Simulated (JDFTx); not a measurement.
PbS under changes of volume

One of the cells (27.435 Å³/atom); the others are scaled copies at fixed shape and fractional positions:

```
Pb S
1.0
     4.08970    0.00000    0.00000
    -2.04485    3.54178    0.00000
     0.00000    0.00000    3.78817
Pb S
1 1
Direct
  0.00000 0.00000 0.00000
  0.66667 0.33333 0.50000
```

Measurements of this composition are mostly on another form, of space group No. 225.

* Program: JDFTx 1.7.0 (patched build)
* Functional: PBEsol
* Potentials or basis: PseudoDojo-SR-PBEsol-0.4.1-standard with smoothed tails
* Cutoff: 762 eV
* Density cutoff: 6095 eV
* k mesh: 8 × 8 × 7
* Occupations: fermi-dirac, width 0.05 eV
* Spin: no spin polarisation

```tsv
volume (Å³/atom)	energy over the lowest point (meV/atom)	pressure (GPa)
25.789	0.00	0.4
26.338	0.85	-0.8
26.887	5.31	-1.8
27.435	12.93	-2.7
27.984	?	?
28.533	36.90	-4.3
29.082	52.81	-5.0
```

Task: What does the run at 27.984 Å³/atom give?

Result: Energy over the lowest point 23.52 meV/atom; pressure -3.6 GPa.

Worked out: A Birch-Murnaghan fit of order 3 (a polynomial in V^(-2/3)) to the other rows has its minimum at 25.93 Å³/atom with B0 = V·E''(V) = 52 GPa and B' = 2.9 at fixed shape and positions, which overstates the stiffness. It gives 23.55 meV/atom at 27.984 Å³/atom, against the run's 23.52, and -dE/dV = -3.5 GPa, against -3.6.

Energies are extrapolated to zero smearing.
